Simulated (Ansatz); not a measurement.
The geometry is COD entry 9000001, unchecked; take it as a test cell. The listed cell was then made from it by scaling, straining or moving an atom.

An input for PbS: DFT, LDA, all-electron PAW with datasets made for the crystal, scalar-relativistic (Ansatz 0.2.0).

Command: `ansatz run input.yaml --threads 1 --pin off --max-ram 3072MiB --backend cpu --events-out ev --progress --plain --runs-dir out` The run took 5.2 s on 1 thread of Arm Neoverse V2 (shared host), peak memory 0.43 GiB.

```yaml
crystal:
  lattice:
    - [0.0, 2.965, 2.93535]
    - [2.965, 0.0, 2.93535]
    - [2.965, 2.965, 0.0]
  atoms:
    - { symbol: Pb, position: [0.0, 0.0, 0.0] }
    - { symbol: S, position: [0.5, 0.5, 0.5] }
kpoints:
  mp_grid: { grid: [8, 8, 8] }
scf:
  occupations: { method: fermi_dirac, width: 0.01 }
hamiltonian:
  xc: lda
  pseudopotentials: { kind: all_electron, datasets: crystal }
output:
  forces: true
  stress: true
  eigenvalues: true
  efg: { contact_densities: true }
```

Set-up and iterations as logged by Ansatz (the results part is left out, to be predicted):

```
hamiltonian.pseudopotentials.datasets: crystal makes datasets for this crystal and solves the spheres of its atoms anew in each pass: cutoff 260.0 eV, the density's 1040.0 eV; for an error of 0.50 meV an atom under PBE, 1.0 meV for the cell; an energy difference from a run of another recipe may be off by several times the error for the cell, under r2SCAN by more, where some 0.1 meV an atom stays at smaller errors; S in spheres of 1.376 Å, 6 of its electrons in bands; Pb in spheres of 1.376 Å, 14 of its electrons in bands
Engine: ansatz 0.2.0
Pseudopotentials: kind: all_electron
Pseudopotential: Pb, paw, valence charge 14, recommended cutoff 260 eV (normal), Koelling and Harmon's equation, gaussian nucleus
Pseudopotential: S, paw, valence charge 6, recommended cutoff 260 eV (normal), Koelling and Harmon's equation, gaussian nucleus
Functional definition: SPW92
  exchange = slater_x
  correlation = pw_c
Crystal: 2 atoms, lattice volume = 51.611 Å³
Basis set: ecut = 260 eV, 531 PW (Γ)
Bands: 14, of which v1, the nominal top of the filled ones, is band 10 counted from 1 (9 counted from 0)
Symmetry: 16 space group operations
Space group: I4/mmm (ITA 139), of the structure as read, at distance tolerance 3.7e-5 Å
k-points: 59 of 512
Non-local potential: Pb, projectors of the file, l = 0: 1, l = 1: 1, l = 2: 2
Non-local potential: S, projectors of the file, l = 0: 1, l = 1: 1, l = 2: 2
PAW form: soft (Blöchl's): semilocal exchange-correlation on the pseudo side does not see the compensation charge
PAW one-centre angular grid: Pb, 590 points (default); XC on its mesh's 1809 points in the sphere
PAW one-centre angular grid: S, 110 points (default); XC on its mesh's 1989 points in the sphere
Initial density: superposition of atomic densities (neutral atoms: chi_scale 0, normalization atom)
Initial wavefunctions: pseudopotential atomic-orbital guess
Functional: x = slater, c = lda
iter 1 solved again at ethr=7.66e-3 eV; its pass at ethr=1.00e-1 eV (dr2=1.53e0 eV) is discarded
SCF iter   1: F=—  HF=-578594.482541 eV  |F-HF|=—  |Δ(HF+E_count)|=         —  Δρ=3.41e-2  dr2=1.45e0  ethr=7.66e-3  ⟨swp⟩=2.6  Hψ=4257  notcnv=0
SCF iter   2: F=—  HF=-578594.124022 eV  |F-HF|=—  |Δ(HF+E_count)|=   3.59e-1  Δρ=1.91e-2  dr2=2.75e-1  ethr=7.26e-3  ⟨swp⟩=3.0  Hψ=2132  notcnv=0
iter 3 solved again at ethr=6.58e-5 eV; its pass at ethr=1.37e-3 eV (dr2=1.32e-2 eV) is discarded
SCF iter   3: F=—  HF=-578594.046375 eV  |F-HF|=—  |Δ(HF+E_count)|=   7.76e-2  Δρ=5.08e-3  dr2=1.33e-2  ethr=6.58e-5  ⟨swp⟩=2.2  Hψ=4092  notcnv=0  defer=8
SCF iter   4: F=—  HF=-578594.041589 eV  |F-HF|=—  |Δ(HF+E_count)|=   4.79e-3  Δρ=4.32e-4  dr2=1.40e-4  ethr=6.58e-5  ⟨swp⟩=3.1  Hψ=1759  notcnv=0  defer=6
SCF iter   5: F=—  HF=-578594.042846 eV  |F-HF|=—  |Δ(HF+E_count)|=   1.26e-3  Δρ=2.07e-4  dr2=3.66e-5  ethr=6.99e-7  ⟨swp⟩=3.1  Hψ=2276  notcnv=0  defer=7
SCF iter   6: F=—  HF=-578594.042834 eV  |F-HF|=—  |Δ(HF+E_count)|=   1.16e-5  Δρ=6.66e-5  dr2=3.06e-6  ethr=1.83e-7  ⟨swp⟩=3.1  Hψ=1529  notcnv=0  defer=5
SCF iter   7: F=—  HF=-578594.042834 eV  |F-HF|=—  |Δ(HF+E_count)|=   5.77e-7  Δρ=1.47e-5  dr2=1.20e-7  ethr=1.53e-8  ⟨swp⟩=3.0  Hψ=1529  notcnv=0  defer=5
SCF iter   8: F=-578594.042834 eV  HF=-578594.042834 eV  |F-HF|=4.77e-9  |Δ(HF+E_count)|=   8.52e-8  Δρ=2.84e-6  dr2=5.46e-9  ethr=6.01e-10  ⟨swp⟩=3.1  Hψ=1932  notcnv=0  defer=5
```

What pressure will this run report?

-1.96 GPa (positive in compression).
